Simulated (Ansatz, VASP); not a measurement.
# Two plane-wave programs on NaH

Contents of POSCAR:

```
NaH
1.0
    0.0000000000      2.4400000000      2.4400000000
    2.4400000000      0.0000000000      2.4400000000
    2.4400000000      2.4400000000      0.0000000000
Na H
1 1
Direct
    0.0000000000      0.0000000000      0.0000000000
    0.5000000000      0.5000000000      0.5000000000
```

File INCAR.step1:

```
PREC = Accurate
ENCUT = 520
ISMEAR = -1
SIGMA = 0.05
LREAL = False
LASPH = True
NELM = 60
NBANDS = 11
GGA = PE
ALGO = Normal
EDIFF = 1E-4
LWAVE = True
LCHARG = False
```

INCAR.step2

```
PREC = Accurate
ENCUT = 520
EDIFF = 1E-7
ISMEAR = -1
SIGMA = 0.05
LREAL = False
LASPH = True
NELM = 60
ALGO = Normal
ISIF = 2
LWAVE = False
LCHARG = False
METAGGA = R2SCAN
LMIXTAU = True
NBANDS = 11
ISTART = 1
```

The input KPOINTS:

```
regular mesh
0
Gamma
  9 9 9
```

Contents of input.yaml:

```yaml
crystal:
  lattice:
    - [0.0, 2.44, 2.44]
    - [2.44, 0.0, 2.44]
    - [2.44, 2.44, 0.0]
  atoms:
    - { symbol: Na, position: [0.0, 0.0, 0.0] }
    - { symbol: H, position: [0.5, 0.5, 0.5] }
hamiltonian:
  xc: r2scan
  pseudopotentials: { kind: paw }
kpoints:
  mp_grid: { grid: [9, 9, 9] }
scf:
  occupations: { method: fermi_dirac, width: 0.05 }
output:
  forces: true
  stress: true
  eigenvalues: true
```

Alike in both runs: task single point; functional r2SCAN; k mesh 9 × 9 × 9; occupations fermi-dirac, width 0.05 eV; no spin polarisation.

|  | VASP | Ansatz |
| --- | --- | --- |
| version | VASP 6.6.1 | Ansatz 0.2.0 |
| potentials or method | VASP PAW PBE potentials, release 64 (Na_pv, H) | Ansatz PAW |
| plane-wave cutoff (eV) | 520 | 500 |
| valence electrons in the cell | 8 | 10 |

```tsv
	VASP	Ansatz	Ansatz less VASP
gap on the k mesh at the Fermi level (eV)	4.61	4.60	-0.008
least direct gap on the mesh (eV)	5.28	5.29	+0.008
pressure (GPa)	-1.3	-1.2	+0.12
```

The functional is the same, so the differences come from potentials, cutoffs and numerics. The two sets of potentials don't hold the same shells in valence.

Caveats: the PAW data sets were made with another functional, which shifts forces and pressure a little (VASP); an odd mesh through Γ misses points on the zone boundary, where band edges often lie (VASP); odd divisions of the mesh miss points on the zone boundary, where band edges often lie, so the gap on the mesh can be too wide (Ansatz); the PAW data sets come from PBE, with cores solved anew for the run's functional, which leaves a small shift of forces and pressure (Ansatz). r2SCAN opens gaps a little over a GGA but as a rule still falls short of measured ones.
